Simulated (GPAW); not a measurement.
# TiAl (Pm-3m) in GPAW: single point with PBE

Aim: the single point of TiAl with PBE.

Everything below comes from runs of GPAW 26.7.0. Logs are shortened: lines on timing, memory, paths and dates and some standing lists are left out, and cuts for length are marked. The log counts tension as positive stress, the text compression.

### Step 1. The crystal as given

It takes space group Pm-3m (No. 221, cubic). Conventional cell: a = 3.179 Å, b = 3.179 Å, c = 3.179 Å, α = 90.00°, β = 90.00°, γ = 90.00°. Around Ti (site symmetry m-3m) lie 8 Al at 2.75 Å. Al (site symmetry m-3m) has 8 Ti at 2.75 Å as nearest neighbours.

The cell comes from a database or a generator and needn't be the stable form of this composition.

### Step 2. Single point, PBE

run.py reads:

```python
from ase.dft.bandgap import bandgap
from ase.io import read, write
from ase.units import GPa
from gpaw import GPAW, PW, setup_paths

setup_paths.insert(0, '.')

atoms = read('POSCAR')

calc = GPAW(mode=PW(450),
            xc='PBE',
            kpts={'size': (7, 7, 7), 'gamma': True},
            occupations={'name': 'fermi-dirac', 'width': 0.05},
            setups={'Al': 'jth', 'Ti': 'jth'},
            nbands=-10,
            maxiter=120,
            txt='gpaw.txt')
atoms.calc = calc
energy = atoms.get_potential_energy()
forces = atoms.get_forces()
stress = atoms.get_stress()
calc.write('gs.gpw')
write('result.traj', atoms)
print(f'Energy: {energy:.6f} eV')
print('Forces (eV/A):')
print(forces.round(4))
print('Stress (GPa):', (stress / GPa).round(3))
print('Fermi level:', round(calc.get_fermi_level(), 4), 'eV')
print(f'Gap: {bandgap(calc)[0]:.4f} eV, direct: {bandgap(calc, direct=True)[0]:.4f} eV')
```

POSCAR reads:

```
TiAl
1.0
    3.1790640000      0.0000000000      0.0000000000
    0.0000000000      3.1790640000      0.0000000000
    0.0000000000      0.0000000000      3.1790640000
Ti Al
1 1
Direct
    0.0000000000      0.0000000000      0.0000000000
    0.5000000000      0.5000000000      0.5000000000
```

Potentials or basis: JTH PAW 2.0, PBE, pw.

Run with:

```
$ OMP_NUM_THREADS=1 python run.py
```

gpaw.txt:

```text
__  _  _
 | _ |_)|_||  |
 |__||  | ||/\| - 26.7.0

Input parameters:
  mode=PW(ecut=450.00000000000006),
  kpts=MonkhorstPack(size=(7, 7, 7), gamma=True),
  maxiter=120,
  nbands=-10,
  occupations=Occupations(name='fermi-dirac', width=0.05),
  setups={'Al': 'jth', 'Ti': 'jth'},
  xc=XC(name='PBE')

Diagonalizing LCAO Hamiltonian
Converting LCAO to pw mode
   .-------.
  /|       |
 * |       |
 | |  Al   |
 | .-------.
 |/       /
 Ti------*

Atoms  # Å, Bohr magnetons
|   | symbol |        x |        y |        z |    initial magnetic moments |
|---|--------|----------|----------|----------|-----------------------------|
| 0 |     Ti | 0.000000 | 0.000000 | 0.000000 | ( 0.0000,  0.0000,  0.0000) |
| 1 |     Al | 1.589532 | 1.589532 | 1.589532 | ( 0.0000,  0.0000,  0.0000) |

Unit cell  # Å
| periodic |        x |        y |        z |  lengths |    angles |
|----------|----------|----------|----------|----------|-----------|
|      yes | 3.179064 | 0.000000 | 0.000000 | 3.179064 | 90.000000 |
|      yes | 0.000000 | 3.179064 | 0.000000 | 3.179064 | 90.000000 |
|      yes | 0.000000 | 0.000000 | 3.179064 | 3.179064 | 90.000000 |

Number of symmetries: 48
Symmetry operations  # r_c * U_cc + t_c -> r_c
|    | kind |            matrix            |
|----|------|------------------------------|
|  0 |  E   |  1, 0, 0,  0, 1, 0,  0, 0, 1 |
|  1 |  σ   |  1, 0, 0,  0, 1, 0,  0, 0,-1 |
|  2 |  σ   |  1, 0, 0,  0, 0, 1,  0, 1, 0 |
|  3 |  C4  |  1, 0, 0,  0, 0, 1,  0,-1, 0 |
|  4 |  C4  |  1, 0, 0,  0, 0,-1,  0, 1, 0 |
|  5 |  σ   |  1, 0, 0,  0, 0,-1,  0,-1, 0 |
|  6 |  σ   |  1, 0, 0,  0,-1, 0,  0, 0, 1 |
|  7 |  C2  |  1, 0, 0,  0,-1, 0,  0, 0,-1 |
|  8 |  σ   |  0, 1, 0,  1, 0, 0,  0, 0, 1 |
|  9 |  C2  |  0, 1, 0,  1, 0, 0,  0, 0,-1 |
| 10 |  C3  |  0, 1, 0,  0, 0, 1,  1, 0, 0 |
| 11 |  S6  |  0, 1, 0,  0, 0, 1, -1, 0, 0 |
| 12 |  S6  |  0, 1, 0,  0, 0,-1,  1, 0, 0 |
| 13 |  C3  |  0, 1, 0,  0, 0,-1, -1, 0, 0 |
| 14 |  C4  |  0, 1, 0, -1, 0, 0,  0, 0, 1 |
| 15 |  S4  |  0, 1, 0, -1, 0, 0,  0, 0,-1 |
| 16 |  C3  |  0, 0, 1,  1, 0, 0,  0, 1, 0 |
| 17 |  S6  |  0, 0, 1,  1, 0, 0,  0,-1, 0 |
| 18 |  σ   |  0, 0, 1,  0, 1, 0,  1, 0, 0 |
| 19 |  C4  |  0, 0, 1,  0, 1, 0, -1, 0, 0 |
| 20 |  C2  |  0, 0, 1,  0,-1, 0,  1, 0, 0 |
| 21 |  S4  |  0, 0, 1,  0,-1, 0, -1, 0, 0 |
| 22 |  S6  |  0, 0, 1, -1, 0, 0,  0, 1, 0 |
| 23 |  C3  |  0, 0, 1, -1, 0, 0,  0,-1, 0 |
| 24 |  S6  |  0, 0,-1,  1, 0, 0,  0, 1, 0 |
| 25 |  C3  |  0, 0,-1,  1, 0, 0,  0,-1, 0 |
| 26 |  C4  |  0, 0,-1,  0, 1, 0,  1, 0, 0 |
| 27 |  σ   |  0, 0,-1,  0, 1, 0, -1, 0, 0 |
| 28 |  S4  |  0, 0,-1,  0,-1, 0,  1, 0, 0 |
| 29 |  C2  |  0, 0,-1,  0,-1, 0, -1, 0, 0 |
| 30 |  C3  |  0, 0,-1, -1, 0, 0,  0, 1, 0 |
| 31 |  S6  |  0, 0,-1, -1, 0, 0,  0,-1, 0 |
| 32 |  C4  |  0,-1, 0,  1, 0, 0,  0, 0, 1 |
| 33 |  S4  |  0,-1, 0,  1, 0, 0,  0, 0,-1 |
| 34 |  S6  |  0,-1, 0,  0, 0, 1,  1, 0, 0 |
| 35 |  C3  |  0,-1, 0,  0, 0, 1, -1, 0, 0 |
| 36 |  C3  |  0,-1, 0,  0, 0,-1,  1, 0, 0 |
| 37 |  S6  |  0,-1, 0,  0, 0,-1, -1, 0, 0 |
| 38 |  σ   |  0,-1, 0, -1, 0, 0,  0, 0, 1 |
| 39 |  C2  |  0,-1, 0, -1, 0, 0,  0, 0,-1 |
| 40 |  σ   | -1, 0, 0,  0, 1, 0,  0, 0, 1 |
| 41 |  C2  | -1, 0, 0,  0, 1, 0,  0, 0,-1 |
| 42 |  C2  | -1, 0, 0,  0, 0, 1,  0, 1, 0 |
| 43 |  S4  | -1, 0, 0,  0, 0, 1,  0,-1, 0 |
[... 68 lines left out ...]
    |   3s |  2.000 |     -59.323 |    1.221 |
    |   4s |  1.000 |      -3.729 |    1.221 |
    |   3p |  6.000 |     -35.705 |    1.112 |
    |    p |        |      20.409 |    1.112 |
    |   3d |  3.000 |      -1.915 |    1.112 |
    |    d |        |       4.082 |    1.112 |

    Using partial waves for Ti as LCAO basis

  Al:
    name:    Aluminium
    Z:       13.0
    valence: 3
    core:    10
    charge:  0.0  # [|e|]
    compensation charges:
      type: sinc
      rc: 0.85  # [Å]
      lmax: 2
    cutoffs:
      filter: 1.01  # [Å]
      core: 2.44  # [Å]
    projectors
    | kind |    occ | energy [eV] | rcut [Å] |
    |------|--------|-------------|----------|
    |   3s |  2.000 |      -7.753 |    1.007 |
    |    s |        |      40.817 |    1.007 |
    |   3p |  1.000 |      -2.712 |    1.007 |
    |    p |        |      54.423 |    1.007 |

    Using partial waves for Al as LCAO basis

Reference energy: -29829.352689  # eV

eigensolver:
  PPCG
  Converge bands: occupied
  niter=2

density mixing:
  MSR1-Mixer
  Pratt-step length: 0.05
  Maximum mixing coefficient: 0.75
  Old densities: 10
  SVD Regularization: 0.005
  Good broyden scale: 1.0
  Trust region scale: 1.0
  Backstep threshold: 4.0
  History deletion threshold: 6.0
  Fourier metric: weight=20.0, sigma=0.015

occupation numbers:
  Fermi-Dirac:
    width: 0.0500  # eV

poisson solver:
  ecut: 3600.0000000000005  # eV

xc functional:
  name: PBE with 2 nearest neighbor stencil

convergence criteria:
- Maximum [total energy] change in last 3 cyles: 0.0005 eV / valence electron
- Maximum integral of absolute [dens]ity change: 0.0001 electrons / valence electron
- Maximum integral of absolute [eigenst]ate change: 4e-08 eV^2 / valence electron
maximum number of iterations: 120

SCF iterations
|iter     | |      energy | eigst |  dens |
|---------|-|-------------|-------|-------|
|iter:   1| |  -14.272068 | +0.73 |       |
|iter:   2| |  -13.607960 | -1.62 | -0.79 |
|iter:   3| |  -12.102245 | -0.47 | -0.85 |
|iter:   4| |  -12.074990 | -2.29 | -1.53 |
|iter:   5| |  -12.066578 | -2.63 | -1.75 |
|iter:   6| |  -12.066284 | -4.13 | -2.67 |
|iter:   7| |  -12.066281c| -5.64 | -3.29 |
|iter:   8| |  -12.066283c| -6.88 | -3.90 |
|iter:   9| |  -12.066283c| -7.83c| -4.53c|

Converged in 9 steps
Energy contributions relative to reference atoms: (reference = -29829.352689)

Energy contributions:
  Kinetic:          16.330293
  Coulomb:         -18.111171
  Zero:             -0.049307
  External:          0.000000
  Xc:              -10.231240
  Entropy:          -0.009714
  Spinorbit:         0.000000
  ----------------------------
  Free energy:     -12.071140
  Extrapolated:    -12.066283

dipole moment: (-11.857922, -11.857922, -11.857922)  # |e|*Ang

Fermi level: 7.968
Eigenvalues  # (at kpt = [0.000, 0.000, 0.000])
| band index |      eig [eV] | occ [0-2] |
|------------|---------------|-----------|
|          0 |       -48.929 |     2.000 |
|          1 |       -25.139 |     2.000 |
|          2 |       -25.139 |     2.000 |
|          3 |       -25.139 |     2.000 |
|          4 |        -1.351 |     2.000 |
|          5 |         6.493 |     2.000 |
|          6 |         6.493 |     2.000 |
|          7 |         9.754 |     0.000 |
|          8 |         9.754 |     0.000 |
|          9 |         9.754 |     0.000 |
|         10 |        12.344 |     0.000 |
|         11 |        12.344 |     0.000 |
|         12 |        12.344 |     0.000 |
|         13 |        16.742 |     0.000 |
|         14 |        16.742 |     0.000 |
|        ... |               |           |
|         16 |        25.927 |     0.000 |

No gap
No difference between direct/indirect transitions

Forces  # eV/Ang
|       x |       y |       z |
|---------|---------|---------|
| 0.00000 | 0.00000 | 0.00000 |  # Ti   0
| 0.00000 | 0.00000 | 0.00000 |  # Al   1

Stress tensor  # eV/Ang^3
|         x |         y |         z |
|-----------|-----------|-----------|
| -0.003287 |  0.000000 |  0.000000 |
|  0.000000 | -0.003287 |  0.000000 |
|  0.000000 |  0.000000 | -0.003287 |

# Writing to gs.gpw (mode='')
```

stdout:

```text
Energy: -12.066283 eV
Forces (eV/A):
[[0. 0. 0.]
 [0. 0. 0.]]
Stress (GPa): [-0.527 -0.527 -0.527  0.     0.     0.   ]
Fermi level: 7.9675 eV
Gap: 0.0000 eV, direct: 0.0000 eV
```

Wall time 4.7 s (1 thread of Arm Neoverse V2, shared host); peak memory 0.13 GiB.

Results:

* Free energy: -12.0711 eV
* Pressure: 0.5 GPa
* Band gap on the k mesh: none (metal or under the smearing width)

Caveat: the cutoff is short for stress and forces, so pressures can be off by a GPa or more; the program truncates these outside data sets.
